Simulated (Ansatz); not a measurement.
HfN, DFT, LDA, all-electron LAPW, scalar-relativistic (Ansatz 0.2.0), run on 1 thread of Arm Neoverse V1 on a shared host.

The cell comes from COD entry 1539063, which wasn't checked; take it as a given geometry. The listed cell was then made from it by scaling, straining or moving an atom.

Command: `ansatz run input.yaml --threads 1 --pin off --max-ram 2048MiB --backend cpu --events-out ev --progress --plain --runs-dir out`

```yaml
crystal:
  lattice:
    - [0.0, 2.2284692304, 2.2284692304]
    - [2.2284692304, 0.0, 2.2284692304]
    - [2.2284692304, 2.2284692304, 0.0]
  atoms:
    - { symbol: Hf, position: [0.0, 0.0, 0.0] }
    - { symbol: "N", position: [0.5, 0.5, 0.5] }
kpoints:
  mp_grid: { grid: [10, 10, 10] }
scf:
  occupations: { method: fermi_dirac, width: 0.03 }
hamiltonian:
  xc: lda
  pseudopotentials: { kind: all_electron, lapw: { basis_error: 0.001 } }
output:
  forces: true
  stress: true
  eigenvalues: true
```

**Question.** How large is the problem that the program sets up?

**Answer.** 47 irreducible k-points, 331 plane waves at Γ, 30 bands.

**Question.** Estimate the wall time and the peak memory.

**Answer.** 12 s of wall time for 8 SCF iterations, with a peak of 0.33 GiB. Times on shared machines scatter by tens of per cent.

**Question.** And the same cell and mesh by frozen-core PAW, asked for forces, stress, eigenvalues, efg, write_density, write_potential, elf, on the same hardware?

**Answer.** 3.8 s, peak memory 0.36 GiB.
